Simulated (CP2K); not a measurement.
# TiB2: equation of state with PBEsol

TiB2:

```
CELL_PARAMETERS angstrom
3.02920 0.00000 0.00000
-1.51460 2.62336 0.00000
0.00000 0.00000 3.22840
ATOMIC_POSITIONS crystal
Ti 0.00000 0.00000 0.00000
B 0.66667 0.33333 0.50000
B 0.33333 0.66667 0.50000
```

```
Program                             : CP2K 2026.2
Task                                : equation of state
Functional                          : PBEsol
Potentials or basis                 : POTENTIAL_UZH Ti GTH-PBE-q12, B GTH-PBE-q3; TZVP-MOLOPT-PBE-GTH basis
Density cutoff                      : 6123 eV
k mesh                              : 10 × 10 × 8
Occupations                         : fermi-dirac, width 0.05 eV
Spin                                : no spin polarisation
SCF solver                          : diagonalisation with k points
Quickstep method                    : GPW
EPS_DEFAULT                         : 1.0E-10
EPS_SCF                             : 1.0E-6
MAX_SCF                             : 100
SCF_GUESS                           : ATOMIC
k points reduced by the point group : yes
Mesh centred on Gamma               : yes
CHOLESKY                            : OFF
EPS_EIGVAL                          : 1.0E-7
MIXING METHOD                       : BROYDEN_MIXING
MIXING ALPHA                        : 0.4
NBUFFER                             : 8
NGRIDS                              : 5
Basis sets                          : Ti TZVP-MOLOPT-PBE-GTH-q12, B TZVP-MOLOPT-PBE-GTH-q3
Potentials                          : Ti GTH-PBE-q12 of POTENTIAL_UZH, B GTH-PBE-q3 of POTENTIAL_UZH
ADDED_MOS                           : [15]
REL_CUTOFF (Ry)                     : 60 Ry
MIXING BETA (1/bohr)                : 1.5 1/bohr
CUTOFF of the grids                 : 450 Ry
```

```
Equilibrium volume                        : 8.42 Å³/atom
Bulk modulus at fixed shape and positions : 264 GPa
Pressure derivative of the bulk modulus   : 3.9
```

Energy against volume, from the lowest point:
| volume (Å³/atom) | energy (meV/atom) |
| --- | --- |
| 8.039 | 15.27 |
| 8.210 | 4.40 |
| 8.381 | 0.00 |
| 8.552 | 1.48 |
| 8.723 | 8.28 |
| 8.894 | 19.89 |
| 9.065 | 35.86 |

All runs of the series together: 25 min on 1 thread of Intel(R) Xeon(R) Platinum 8259CL CPU @ 2.50GHz (Skylake/Cascade Lake), with other jobs on the host.

Caveat: the cell was scaled at fixed shape and fractional positions, which overstates the stiffness of a crystal with free parameters, most of all of layers and chains; the potentials were made for another functional, which shifts forces and pressure; the basis of atomic orbitals isn't converged, which shifts pressures, moduli and gaps.
